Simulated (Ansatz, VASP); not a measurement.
# Two plane-wave programs on Ag

```
CELL_PARAMETERS angstrom
0.00000 2.04310 2.02267
2.04310 0.00000 2.02267
2.04310 2.04310 0.00000
ATOMIC_POSITIONS crystal
Ag 0.00000 0.00000 0.00000
```

Change from the starting cell: zz strain of -1 %, PAW files.

Alike in both runs: task electric field gradients; functional LDA; k mesh 15 × 15 × 15; occupations fermi-dirac, width 0.05 eV; no spin polarisation.

```csv
,VASP,Ansatz
version,VASP 6.6.1,Ansatz 0.2.0
potentials or method,"VASP PAW LDA potentials, release 64 (Ag)","PAW with Ansatz's default frozen-core files, scalar-relativistic"
plane-wave cutoff (eV),520,420
valence electrons in the cell,11,19
```

VASP gave:

* pressure (GPa): -6.3
* Vzz of the field gradient on the site that differs most (V/Å²): 0.6

What did Ansatz give for the same quantities?

Pressure (GPa): -6.5; Vzz of the field gradient on the site that differs most (V/Å²): 0.9.

The two sets of potentials don't hold the same shells in valence. Ansatz warned: «gradients_without_spin_orbit».
